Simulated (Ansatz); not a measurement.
# SnO2: a tetragonal deformation path

An exercise on one series of results from a longer session: the logs are not shown, and one member is left open.

Computed with Ansatz 0.2.0 (DFT r2SCAN, scalar-relativistic, plane waves, PAW, unless a step's input says otherwise).

**Starting point**

Symmetry: P4_2/mnm, No. 136, tetragonal system. The conventional cell has a = 4.760 Å, b = 4.760 Å, c = 3.201 Å, α = 90.00°, β = 90.00°, γ = 90.00°. Around Sn (site symmetry mmm) lie 6 O at 2.06 to 2.07 Å. O (site symmetry m2m) has 3 Sn at 2.06 to 2.07 Å in its first shell of neighbours.

Structure file:

```
CELL_PARAMETERS angstrom
4.75982 0.00000 0.00000
0.00000 4.76006 0.00000
0.00000 0.00000 3.20071
ATOMIC_POSITIONS crystal
Sn 0.50000 0.50000 0.50000
Sn 0.00000 0.00000 0.00000
O 0.30586 0.30596 0.00000
O 0.80586 0.19404 0.50000
O 0.19414 0.80596 0.50000
O 0.69414 0.69404 0.00000
```

It goes back to an entry of the Materials Project, which need not be the stable form.

It is the result of an earlier relaxation at this level (volume 12.09 Å³/atom; gap on the mesh: 1.77 eV).

Set-up of the first run:

Input file input.yaml:

```yaml
crystal:
  lattice:
    - [4.7598181028, 0.0, 0.0]
    - [0.0, 4.7600576175, 0.0]
    - [0.0, 0.0, 3.2007107555]
  atoms:
    - { symbol: Sn, position: [0.5, 0.5, 0.5] }
    - { symbol: Sn, position: [0.0, 0.0, 0.0] }
    - { symbol: O, position: [0.3058623572, 0.3059582262, 0.0] }
    - { symbol: O, position: [0.8058623572, 0.1940417738, 0.5] }
    - { symbol: O, position: [0.1941376428, 0.8059582262, 0.5] }
    - { symbol: O, position: [0.6941376428, 0.6940417738, 0.0] }
basis:
  ecutwfc: 500
kpoints:
  mp_grid: { grid: [6, 6, 10] }
hamiltonian:
  xc: r2scan
scf:
  occupations: { method: gaussian, width: 0.05 }
output:
  forces: true
  stress: true
  eigenvalues: true
  write_density: true
  write_potential: true
  elf: true
  volumetric_format: npy
```

Run with:

```sh
$ ansatz run input.yaml --threads 1 --pin off --max-ram 2560MiB --backend cpu --events-out ev --progress --plain --runs-dir out
```

Steps of the session up to this table: The undisturbed cell; At ρ = 0.850; ρ = 1.200; ρ = 0.920; ρ = 1.100; Point ρ = 0.960; Point ρ = 1.050.

One of the session's tables, all rows but one given; the rest of the session is left out.

It belongs to the step «The scan collected». 

```
    ρ  ΔE (meV/atom)  pressure (GPa)  gap on the mesh (eV)
0.850          178.5            10.6                  2.29
0.920           44.4             4.4                  2.06
0.960           10.3             1.9                  1.91
1.000            0.0             0.0                  1.77
1.050           13.6            -1.5                  1.63
1.100              ?               ?                     ?
1.200          169.5            -1.4                  1.56
```

**Question.** Estimate the row for ρ = 1.100.

Worked estimate for «ΔE (meV/atom)». A straight line through the neighbours (1.050, 13.6) and (1.200, 169.5) gives 13.6 + (169.5 − 13.6) × (1.100 − 1.050) / (1.200 − 1.050) = 65.6; a parabola fitted to 3 rows on both sides gives 46.4.

The run gave: ΔE (meV/atom): 49.9; pressure (GPa): -2.2; gap on the mesh (eV): 1.54. In «ΔE (meV/atom)» the line misses by +15.7 and the parabola by -3.5.
